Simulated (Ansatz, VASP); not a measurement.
# One calculation of PbO2, two programs

```
Pb O
1.0
     0.00000    2.71989    2.71989
     2.71989    0.00000    2.71989
     2.71989    2.71989    0.00000
Pb O
1 2
Cartesian
  0.0000 0.0000 0.0000
  4.0798 4.0798 4.0798
  1.3599 1.3599 1.3599
```

Change from the starting cell: volume scaled by 1.02.

Alike in both runs: task single point; functional PBE; k mesh 9 × 9 × 9; occupations fermi-dirac, width 0.05 eV; no spin polarisation.

```csv
,VASP,Ansatz
version,VASP 6.6.1,Ansatz 0.2.0
potentials or method,"VASP PAW PBE potentials, release 64 (Pb_d, O), cutoff 520 eV","all-electron LAPW, scalar-relativistic"
```

|  | VASP | Ansatz | Ansatz less VASP |
| --- | --- | --- | --- |
| gap on the k mesh at the Fermi level (eV) | none | none | - |
| pressure (GPa) | -2.0 | -2.1 | -0.15 |

A gap of «none» marks a metal or a gap that the smearing closes. Ansatz ran all-electron here, so the differences hold the error of VASP's frozen core and of both bases.

The runs have no spin-orbit coupling, so splittings on Pb are missing.
